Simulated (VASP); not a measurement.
Crystal: SnTe.

```
CELL_PARAMETERS angstrom
0.00000 3.61115 3.61115
3.61115 0.00000 3.61115
3.61115 3.61115 0.00000
ATOMIC_POSITIONS crystal
Te 0.25000 0.25000 0.25000
Sn 0.00000 0.00000 0.00000
```

Measurements of this composition are mostly on another form, of space group No. 225.

- Program: VASP 6.6.1
- Task: relaxation of cell and atoms
- Functional: PBEsol
- Potentials or basis: VASP PAW PBE potentials, release 64 (Te, Sn_d)
- Cutoff: 600 eV
- k mesh: 6 × 6 × 6
- Occupations: gaussian, width 0.02 eV
- Spin: no spin polarisation

At the start: pressure -1.4 GPa; volume 47.09 Å³/atom.

Question: Where does the relaxation end?

Answer: Over 3 steps the energy falls by 11.0 meV/atom and the volume is 44.60 Å³/atom (-5.3 %); space group F-43m (No. 216, to 0.05 Å).

The path:
```
step  energy change (eV)  largest force (eV/Å)  pressure (GPa)  volume (Å³)
   1              0.0000                0.0000           -1.35        94.18
   2             -0.0219                0.0000            0.11        88.86
   3             -0.0220                0.0000            0.01        89.19
```

Final structure:
```
Te Sn
1.0
     0.00000    3.54622    3.54622
     3.54622    0.00000    3.54622
     3.54622    3.54622    0.00000
Te Sn
1 1
Direct
  0.25000 0.25000 0.25000
  0.00000 0.00000 0.00000
```

Caveat: the PAW data sets were made with another functional, which shifts forces and pressure a little.
